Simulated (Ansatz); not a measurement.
# GaN (P6_3mc): the host for defect calculations

Aim: the runs on the perfect crystal GaN (P6_3mc) that a defect calculation needs first.

Program: Ansatz 0.2.0. Level of theory: plane-wave PAW DFT, r2SCAN; relaxation of the host's cell and atoms, in the first sound run; inputs show where later runs differ. Results are calculated unless marked as measured.

### 1. The structure

The structure is hexagonal, space group P6_3mc (No. 186). Conventional cell: a = 3.189 Å, b = 3.189 Å, c = 5.192 Å, α = 90.00°, β = 90.00°, γ = 120.00°. Ga has 4 N at 1.95 to 1.96 Å nearest. N has 4 Ga at 1.95 to 1.96 Å nearest. Farther neighbours and most contacts between anions are not listed.

### 2. Host cell relaxation

Lattice and positions are set free, within the symmetry that the program keeps.

The input, cell/input.yaml:

```yaml
crystal:
  lattice:
    - [3.1889304, 0.0, 0.0]
    - [-1.5944652, 2.7616947, 0.0]
    - [0.0, 0.0, 5.1923572]
  atoms:
    - { symbol: Ga, position: [0.66666667, 0.33333333, 0.49908371] }
    - { symbol: Ga, position: [0.33333333, 0.66666667, 0.99908371] }
    - { symbol: "N", position: [0.66666667, 0.33333333, 0.87591629] }
    - { symbol: "N", position: [0.33333333, 0.66666667, 0.37591629] }
basis:
  ecutwfc: 500
  xc_grid: 2
hamiltonian:
  xc: r2scan
kpoints:
  mp_grid: { grid: [10, 10, 6] }
scf:
  occupations: { method: fixed }
  max_iter: 100
relax:
  f_tol: 0.005
  max_steps: 60
  cell: {}
output:
  forces: true
  stress: true
checkpoint:
  write: "../cell.run"
  compress: false
  write_wavefunctions: false
  write_every: 100000
```

On the command line:

```bash
> ansatz run input.yaml --threads 32 --pin off --max-ram 84787MiB --backend cpu --events-out ev --progress --plain --runs-dir out
```

Numbers of over 12 decimals in the logs are rounded to 6 here.

The log of the run:

```text
[... repeated set-up lines and file paths are left out, and long positions are rounded to six places ...]
Engine: ansatz 0.2.0, aarch64-unknown-linux-gnu
Pseudopotentials: kind: paw
Pseudopotential: Ga, paw, valence charge 13, recommended cutoff 500 eV (meta_gga), Ga.paw.azcp
Pseudopotential: N, paw, valence charge 5, recommended cutoff 500 eV (meta_gga), N.paw.azcp
Functional definition: r2SCAN
  parameter k0 = 0.174
  parameter k1 = 0.065
  parameter a1 = 4.9479
  exchange = r2scan_x(k0 = k0, k1 = k1, a1 = a1)
  correlation = r2scan_c
Crystal: 4 atoms, lattice volume = 45.728 Å³
Basis set: ecut = 500 eV, 1141 PW (Γ), exchange–correlation on 48×48×80 points (8 copies of the dense FFT grid, shifted against one another)
Bands: 22, of which v1, the nominal top of the filled ones, is band 18 counted from 1 (17 counted from 0)
Symmetry: 12 space group operations
Space group: P63mc (ITA 186), of the structure as read, at distance tolerance 3.6e-5 Å
k-points: 56 of 600 (time reversal used)
Non-local potential: Ga, projectors of the file, l = 0: 2, l = 1: 2, l = 2: 3, l = 3: 1
Non-local potential: N, projectors of the file, l = 0: 2, l = 1: 2, l = 2: 1
PAW form: soft (Blöchl's): semilocal exchange-correlation on the pseudo side does not see the compensation charge
PAW frozen core: Ga, regenerated for the run's functional (the file was generated under x = pbe(κ = 0.804, μ = 0.219515), c = pbe(β = 0.066725))
PAW frozen core: N, regenerated for the run's functional (the file was generated under x = pbe(κ = 0.804, μ = 0.219515), c = pbe(β = 0.066725))
PAW one-centre angular grid: Ga, 590 points (default); XC on 160 Gauss nodes
PAW one-centre angular grid: N, 302 points (default); XC on 160 Gauss nodes
Initial density: superposition of atomic densities (neutral atoms: chi_scale 0, normalization atom), corrected by the library's trained network
Initial wavefunctions: pseudopotential atomic-orbital guess
Functional: x = r2scan, c = r2scan; τ floored in thin density (d = 2e-4 eV/Å³)
SCF iter   1: F=—  HF=-8352.712084 eV  |Δ(HF+E_count)|=         —  Δρ=1.25e-2  dr2=2.67e-2  dr2_τ=1.88e-1  Hψ=4469
preconditioner: auto → Resta (q_TF=auto, 2.622 Å⁻¹)  ε∞=4.5  [insulator: Δε(μ)=2.276 eV  Ē_g=17.609 eV  n_scr=22 (ndim 8)  ℏωp=32.9 eV  f_vac=0.008  ε∞_Penn≈4.5]
SCF iter   2: F=—  HF=-8352.774398 eV  |Δ(HF+E_count)|=   6.23e-2  Δρ=5.84e-3  dr2=9.47e-3  dr2_τ=3.16e-4  Hψ=2878
SCF iter   3: F=—  HF=-8352.773865 eV  |Δ(HF+E_count)|=   5.33e-4  Δρ=3.69e-3  dr2=2.65e-3  dr2_τ=8.80e-5  Hψ=2249
SCF iter   4: F=—  HF=-8352.773883 eV  |Δ(HF+E_count)|=   1.75e-5  Δρ=2.97e-4  dr2=2.13e-5  dr2_τ=7.99e-6  Hψ=2281
SCF iter   5: F=—  HF=-8352.773905 eV  |Δ(HF+E_count)|=   2.29e-5  Δρ=1.29e-4  dr2=3.97e-6  dr2_τ=4.27e-7  Hψ=2117
SCF iter   6: F=—  HF=-8352.773910 eV  |Δ(HF+E_count)|=   4.41e-6  Δρ=3.50e-5  dr2=5.93e-7  dr2_τ=2.74e-8  Hψ=2240
SCF iter   7: F=—  HF=-8352.773910 eV  |Δ(HF+E_count)|=   6.79e-9  Δρ=1.76e-5  dr2=1.40e-7  dr2_τ=8.77e-9  Hψ=4752
SCF iter   8: F=-8352.773910 eV  HF=-8352.773910 eV  |Δ(HF+E_count)|=   2.29e-8  Δρ=7.84e-6  dr2=2.80e-8  dr2_τ=4.71e-10  Hψ=3802
SCF 1 converged in 8 iterations: F = -8352.773910 eV  dr2 = 2.80e-8
  greatest PAW one-centre occupation: 0.995 electrons in one spin orbital (limit 2), on the Ga atom at site 0 (counted from 0), in its partial waves of l = 2
relax step   1: F+E_penalty+E_count = -8352.77390986 eV  Δ(F+E_penalty+E_count) = +0.000e0 eV  max|allowed force component| = 1.263e-3 eV/Å  Δτ_max = 0.0000 Å  P = -1.039 GPa  Ω = 45.728 Å³  (8 SCF iters, dr2 threshold 1.00e-7 eV, accepted)
[... the SCF cycles and remarks between the steps are left out from here to the last step ...]
relax step   2: F+E_penalty+E_count = -8352.77468219 eV  Δ(F+E_penalty+E_count) = -7.723e-4 eV  max|allowed force component| = 1.068e-3 eV/Å  Δτ_max = 0.0001 Å  P = -0.398 GPa  Ω = 45.577 Å³  energy of the carried Pulay correction = +9.336e-5 eV  (5 SCF iters, dr2 threshold 4.00e-7 eV, accepted)
relax step   3: F+E_penalty+E_count = -8352.77485423 eV  Δ(F+E_penalty+E_count) = -1.720e-4 eV  max|allowed force component| = 5.171e-4 eV/Å  Δτ_max = 0.0001 Å  P = +0.005 GPa  Ω = 45.484 Å³  energy of the carried Pulay correction = +1.511e-4 eV  (4 SCF iters, dr2 threshold 3.98e-7 eV, accepted)
Initial wavefunctions: pseudopotential atomic-orbital guess (no wavefunctions were taken with the density)
iter 1 solved again at ethr=2.51e-8 eV; its pass at ethr=3.10e-3 eV (dr2=9.03e-6 eV) is discarded
SCF iter   1: F=—  HF=-8352.774691 eV  |Δ(HF+E_count)|=         —  Δρ=3.29e-5  dr2=3.80e-7  dr2_τ=5.31e-8  Hψ=8152
SCF iter   2: F=—  HF=-8352.774689 eV  |Δ(HF+E_count)|=   1.60e-6  Δρ=1.63e-5  dr2=9.61e-8  dr2_τ=9.04e-9  Hψ=2118
SCF iter   3: F=—  HF=-8352.774689 eV  |Δ(HF+E_count)|=   2.45e-8  Δρ=9.69e-6  dr2=3.02e-8  dr2_τ=8.02e-10  Hψ=1905
SCF iter   4: F=—  HF=-8352.774689 eV  |Δ(HF+E_count)|=   4.87e-9  Δρ=1.44e-6  dr2=1.06e-9  dr2_τ=2.24e-10  Hψ=2249
SCF iter   5: F=—  HF=-8352.774689 eV  |Δ(HF+E_count)|=  1.56e-10  Δρ=5.51e-7  dr2=1.21e-10  dr2_τ=5.60e-12  Hψ=2139
SCF iter   6: F=-8352.774689 eV  HF=-8352.774689 eV  |Δ(HF+E_count)|=  4.00e-11  Δρ=7.54e-8  dr2=1.92e-12  dr2_τ=1.05e-13  Hψ=4471
SCF 4 converged in 6 iterations: F = -8352.774689 eV  dr2 = 1.92e-12
relax step   4: F+E_penalty+E_count = -8352.77468926 eV  Δ(F+E_penalty+E_count) = +1.650e-4 eV  max|allowed force component| = 5.442e-4 eV/Å  Δτ_max = 0.0000 Å  P = +0.004 GPa  Ω = 45.484 Å³  stress off target by 4.83e-3 GPa  SCF on the basis re-selected at this cell (its energy is not comparable with the rows above)  (6 SCF iters)
basis re-selected at this cell: Δ(F+E_penalty+E_count) = +1.650e-4 eV, ΔP = -0.001 GPa vs the last step (what re-selecting the basis moved, of the pressure what is left beyond the Pulay correction that the steps carried, after the strain that the cell walked [...]
SCF converged after 6 iterations
Free energy (F): -8352.774689 eV
Harris-Foulkes:  -8352.774689 eV  (|F-HF|=3.64e-12)
Internal energy: -8352.774689 eV  (E = F + TS)
E sigma→0 (E₀):  -8352.774689 eV
Fermi energy:    9.486724 eV
--- Per-component energies (eV) ---
  E_band       = -29.646353
  E_kinetic    = 494.368707
  E_local      = -3904.007521  (includes V_loc(G=0)·N_el)
  E_nonlocal   = 952.976004
  E_hartree    = 1801.757017
  E_xc         = -243.549400
  E_vxc        = -287.265239  (∫ρ·V_xc dr)
  E_paw        = -4274.770934  (= ΣΔE_a)
  E_vpaw       = -904.914081  (= ΣTr[D̂ρ^β])
  E_aug_tail   = -0.000045  (compensation charges beyond the density's cutoff)
  E_vtau       = 15.681843  (kinetic-family band-sum trace: ∫τ·v_τ [+ j·A + Jᵃ·Aᵃ] dr)
  E_ewald      = -3178.183248
  E_core_change = -1.365269  (= ΣΔE_core)
  E_smearing   = -0.000000  (= −TS)
  E_closure    = 0.000000  (closes the sum)
  Σ components = -8352.774689   (vs F -8352.774689, Δ=0.00e0)
--- Forces (eV/Å), atoms counted from 1 ---
  atom   1  Ga     0.00000000     0.00000000     0.00054712
  atom   2  Ga    -0.00000000    -0.00000000     0.00054712
  atom   3  N      0.00000000     0.00000000    -0.00054132
  atom   4  N     -0.00000000    -0.00000000    -0.00054132
  max |Σ_I F_I| component: 1.16e-5 eV/Å
--- Stress (GPa, compression-positive) ---
        0.004828      -0.000000       0.000000
        0.000000       0.004828       0.000000
        0.000000       0.000000       0.002663
  P = ⅓ Tr σ = 0.0041 GPa (0.041 kbar)
--- Relaxed structure (3 steps of the walk, 3 accepted, 1 SCFs on fresh bases) ---
  F+E_penalty+E_count = -8352.77468926 eV   max|allowed force component| = 5.442e-4 eV/Å   (the final SCF, on the basis selected at the relaxed cell)
  cell:  # Å, volume = 45.4839 Å³
    - [3.183086, 0, 0]
    - [-1.591543, 2.756634, -1.8002487800482376e-19]
    - [0, -3.3847096320056974e-19, 5.183581]
  atoms:
    - { symbol: Ga, position: [0.666667, 0.333333, 0.499108] }
    - { symbol: Ga, position: [0.333333, 0.666667, 0.999108] }
    - { symbol: N, position: [0.666667, 0.333333, 0.875892] }
    - { symbol: N, position: [0.333333, 0.666667, 0.375892] }
```

Run time: 1.9 s. Hardware: 32 threads of Arm Neoverse V2, shared host; peak memory 0.26 GiB.

The steps of the relaxation:

| step | energy less that of the first step (eV) | largest force component (eV/Å) | pressure (GPa) | volume (Å³) |
| --- | --- | --- | --- | --- |
| 1 | 0.0000 | 0.0013 | -1.04 | 45.73 |
| 2 | -0.0008 | 0.0011 | -0.40 | 45.58 |
| 3 | -0.0009 | 0.0005 | 0.00 | 45.48 |
| 4* | -0.0008 | 0.0005 | 0.00 | 45.48 |

Relaxation steps marked * repeat the geometry before them on a plane-wave basis chosen anew for their cell, so energy and pressure can jump there.

Forces are held to the 12 operations that the run works with; a distortion that breaks them can't arise in this run.

| conventional cell, symmetrised | before | after | change |
| --- | --- | --- | --- |
| a (Å) | 3.189 | 3.183 | -0.2 % |
| b (Å) | 3.189 | 3.183 | -0.2 % |
| c (Å) | 5.192 | 5.184 | -0.2 % |
| volume (Å³/atom) | 11.43 | 11.37 | -0.5 % |

The relaxed structure:

```xyz
4
Lattice="3.1831 0.0000 0.0000 -1.5915 2.7566 0.0000 0.0000 0.0000 5.1836" Properties=species:S:1:pos:R:3 pbc="T T T"
Ga    1.5916    0.9189    2.5872
Ga    0.0000    1.8378    5.1790
N     1.5916    0.9189    4.5402
N     0.0000    1.8378    1.9485
```

Numbers from this step:

```yaml
pressure: 0.004106 GPa
```

### 3. Dielectric tensors of the host

The response to a uniform electric field gives the electronic dielectric tensor.

This step: plane-wave PAW DFPT, PBEsol; dielectric tensors, Born charges and zone-centre modes of the host (Ansatz 0.2.0).

The input, eps/input.yaml:

```yaml
crystal:
  lattice:
    - [3.1830864089, 0.0, 0.0]
    - [-1.5915432044, 2.7566336925, 0.0]
    - [0.0, 0.0, 5.1835805568]
  atoms:
    - { symbol: Ga, position: [0.6666666667, 0.3333333333, 0.4991084241] }
    - { symbol: Ga, position: [0.3333333333, 0.6666666667, 0.9991084241] }
    - { symbol: "N", position: [0.6666666667, 0.3333333333, 0.8758915759] }
    - { symbol: "N", position: [0.3333333333, 0.6666666667, 0.3758915759] }
basis:
  ecutwfc: 420
hamiltonian:
  xc: pbesol
kpoints:
  mp_grid: { grid: [9, 9, 5] }
scf:
  occupations: { method: fixed }
  max_iter: 100
phonons:
  method: dfpt
  dielectric: true
  rigid_motions: translations
```

The log of the run:

```text
[...]
Crystal: 4 atoms, lattice volume = 45.484 Å³
Basis set: ecut = 420 eV, 893 PW (Γ), exchange–correlation on 48×48×72 points (8 copies of the dense FFT grid, shifted against one another)
Bands: 22, of which v1, the nominal top of the filled ones, is band 18 counted from 1 (17 counted from 0)
Symmetry: 12 space group operations
k-points: 115 of 405 (irreducible under 2 space group operations, time reversal used)
[...]
SCF iter   1: F=—  HF=-8245.714083 eV  |Δ(HF+E_count)|=         —  Δρ=1.27e-2  dr2=7.10e-2  Hψ=8951
[...]
SCF iter   9: F=-8245.693902 eV  HF=-8245.693902 eV  |Δ(HF+E_count)|=  1.07e-10  Δρ=8.37e-8  dr2=2.69e-12  Hψ=13503
SCF 1 converged in 9 iterations: F = -8245.693902 eV  dr2 = 2.69e-12
[...]
NSCF: frozen V_eff on 6 k-points
DFPT response loops at Γ: preconditioner auto → Resta (q_TF=auto, 2.624 Å⁻¹)  ε∞=5.7 (no band partly filled); β = 1.00, the filter's whole step (`scf.mixing.beta` (0.50) is not read by the response loops at its default; [...]
── the response to a field inside a basis, on 12×12×8 k-points: an SCF that follows is theirs, and a resumed run solves both again ──
Bands: 19, of which v1, the nominal top of the filled ones, is band 18 counted from 1 (17 counted from 0)
k-points: 168 of 1152 (irreducible under 4 space group operations, time reversal used)
[...]
Eigensolver: Dense (168 Hₖ)
SCF iter   1: F=—  HF=-8245.692347 eV  |Δ(HF+E_count)|=         —  Δρ=4.93e-4  dr2=2.53e-5
[...]
SCF iter   4: F=-8245.692356 eV  HF=-8245.692356 eV  |Δ(HF+E_count)|=   1.90e-6  Δρ=1.16e-5  dr2=3.52e-8
SCF 1 converged in 4 iterations: F = -8245.692356 eV  dr2 = 3.52e-8
[...]
WARN: field response: ε∞ stands inside a basis, on 12×12×8 points; [...]
SCF converged after 9 iterations
Free energy (F): -8245.693902 eV
[...]
Internal energy: -8245.693902 eV  (E = F + TS)
E sigma→0 (E₀):  -8245.693902 eV
Fermi energy:    9.622835 eV
[...]
--- Band table (eV; the first three rows and the last of 115) ---
[...]
--- Phonons (Γ-DFPT): 4 representative perturbations + reference, on 115 of 405 k-points (Σ response iterations 14) ---
  k mesh reduced under 2 symmetry operations, with k and −k counted as one. Each operation leaves every solved perturbation unchanged. A smaller set is not considered because the run solves the response to a homogeneous field
  ASR residual: 2.731e-5 → 0.000e0 eV/Å²; symmetrization residual: 7.853e-6 eV/Å²
  ASR residual per site (eV/Å²): 2.73e-5 2.73e-5 8.92e-6 8.92e-6
  Γ frequencies (cm⁻¹): 0.00 0.00 0.00 136.50 136.50 327.02 521.60 544.91 544.91 553.54 553.54 677.63
  ε∞ (high-frequency dielectric tensor):
        5.839390     0.000000    -0.000000
        0.000000     5.839390     0.000000
       -0.000000     0.000000     6.022209
  ε⁰ (static dielectric tensor: ions relaxed, cell fixed):
       10.096372    -0.000000    -0.000000
        0.000000    10.096372     0.000000
       -0.000000     0.000000    11.184354
  ε⁰ − ε∞ (ionic part):
        4.256981    -0.000000     0.000000
       -0.000000     4.256981     0.000000
        0.000000     0.000000     5.162145
  softest optical mode at Γ: 136.50 cm⁻¹; the repairs (sum rule, projections) moved no ω² at Γ by more than (1.42 cm⁻¹)²
  Born effective charges Z* (e; rows j = field, columns β = displacement):
    site 0:
         2.61036    0.00000   -0.00000
         0.00000    2.61036    0.00000
        -0.00000    0.00000    2.75153
    site 1:
         2.61036    0.00000   -0.00000
         0.00000    2.61036    0.00000
        -0.00000    0.00000    2.75153
    site 2:
        -2.61036   -0.00000    0.00000
        -0.00000   -2.61036   -0.00000
         0.00000   -0.00000   -2.75153
    site 3:
        -2.61036   -0.00000    0.00000
        -0.00000   -2.61036   -0.00000
         0.00000   -0.00000   -2.75153
  Z* charge neutrality: 3.117e-3 e pre-enforcement
  solved inside a basis spanned on kpoints, on 12×12×8 k-points, its susceptibility summed on 18×18×10: ε∞ is read to err by 1.8e-2, Z* by 1.5e-2 e (field_mesh: kpoints solves on kpoints); Z* is corrected for what the basis lacks
  optical modes at Γ without the LO–TO term, one row a degenerate level:
      ω (cm⁻¹)  modes    IR ((D/Å)²/amu)
        136.50      2             0.0000
        327.02      1             0.0000
        521.60      1            29.9503
        544.91      2            53.9118
        553.54      2             0.0000
        677.63      1             0.0000
  optical modes at Γ + LO–TO along q̂ = [1.0000, 0.0000, 0.0000]:
      ω (cm⁻¹)  modes    IR ((D/Å)²/amu)
        136.50      2             0.0000
        327.02      1             0.0000
        521.60      1            29.9503
        544.91      1            26.9559
        553.54      2             0.0000
        677.63      1             0.0000
        716.52      1            26.9559
  optical modes at Γ + LO–TO along q̂ = [0.0000, 1.0000, 0.0000]:
      ω (cm⁻¹)  modes    IR ((D/Å)²/amu)
        136.50      2             0.0000
        327.02      1             0.0000
        521.60      1            29.9503
        544.91      1            26.9559
        553.54      2             0.0000
        677.63      1             0.0000
        716.52      1            26.9559
  optical modes at Γ + LO–TO along q̂ = [0.0000, 0.0000, 1.0000]:
      ω (cm⁻¹)  modes    IR ((D/Å)²/amu)
        136.50      2             0.0000
        327.02      1             0.0000
        544.91      2            53.9118
        553.54      2             0.0000
        677.63      1             0.0000
        710.83      1            29.9503
```

The job ended after 11 s (32 threads; peak memory 1 GiB; 4 min of CPU time).

Reading the cycles: dr2 is the Hartree energy of the density residual (eV), the measure of convergence; HF is the Harris–Foulkes estimate of the energy, which meets the free energy F at convergence.

Electronic dielectric tensor:

```
5.84 0.00 0.00
0.00 5.84 0.00
0.00 0.00 6.02
```

Static dielectric tensor:

```
10.10  0.00  0.00
 0.00 10.10  0.00
 0.00  0.00 11.18
```

The principal values of the electronic dielectric tensor are 5.84, 5.84 and 6.02. The principal values of the static dielectric tensor are 10.10, 10.10 and 11.18.

[end of part 1 of 3]

[Logs are printed without paths, hosts, clocks, repeated set-up lines and the standing remarks that a program may print on its own settings, such as how far it seeks lower states.]

[Hosts, paths, dates, database ids (printed as entryN), source tags and the programs' standing remarks are cut or masked in the printed files.]

[Runs of the host that timed out are not shown.]

[For some hosts the program warned that the k-mesh of the response run may be too coarse for force constants and the static dielectric constant; such warnings are not always shown.]
